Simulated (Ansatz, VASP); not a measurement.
## Zn: VASP beside Ansatz

File INCAR:

```
SYSTEM = Zn
PREC = Accurate
ENCUT = 520
EDIFF = 1E-7
ISMEAR = -1
SIGMA = 0.05
LREAL = .FALSE.
LASPH = .TRUE.
NELM = 60
ALGO = Normal
ISIF = 2
LWAVE = .FALSE.
LCHARG = .FALSE.
GGA = PE
NBANDS = 12
```

Contents of KPOINTS:

```
Automatic mesh
0
G
  12 12 12
  0 0 0
```

File POSCAR:

```
Zn
1.0
    0.0039870000      2.0045680000      1.9670160000
    1.9566530000     -0.0043170000      1.9753200000
    1.9274130000      1.9836310000      0.0249230000
Zn
1
Direct
   -0.0277730000      0.0115580000      0.0100190000
```

input.yaml

```yaml
crystal:
  lattice:
    - [0.003987, 2.004568, 1.967016]
    - [1.956653, -0.004317, 1.97532]
    - [1.927413, 1.983631, 0.024923]
  atoms:
    - { symbol: Zn, position: [-0.027773, 0.011558, 0.010019] }
hamiltonian:
  xc: pbe
  pseudopotentials: { kind: paw }
kpoints:
  mp_grid: { grid: [12, 12, 12] }
scf:
  occupations: { method: fermi_dirac, width: 0.05 }
output:
  forces: true
  stress: true
  eigenvalues: true
```

Change from the starting cell: cell strained at random at fixed volume.

Alike in both runs: task single point; functional PBE; k mesh 12 × 12 × 12; occupations fermi-dirac, width 0.05 eV; no spin polarisation.

|  | VASP | Ansatz |
| --- | --- | --- |
| version | VASP 6.6.1 | Ansatz 0.2.0 |
| potentials or method | VASP PAW PBE potentials, release 64 (Zn) | Ansatz PAW |
| plane-wave cutoff (eV) | 520 | 420 |
| valence electrons in the cell | 12 | 12 |

Ansatz gave:

```
gap on the k mesh at the Fermi level (eV)       : none
pressure (GPa)                                  : 0.0
largest component of the traceless stress (GPa) : 0.67
```

Task: Which values does VASP return?

Result: gap on the k mesh at the Fermi level (eV): none; pressure (GPa): 0.3; largest component of the traceless stress (GPa): 0.66.

A gap of «none» marks a metal or a gap that the smearing closes.
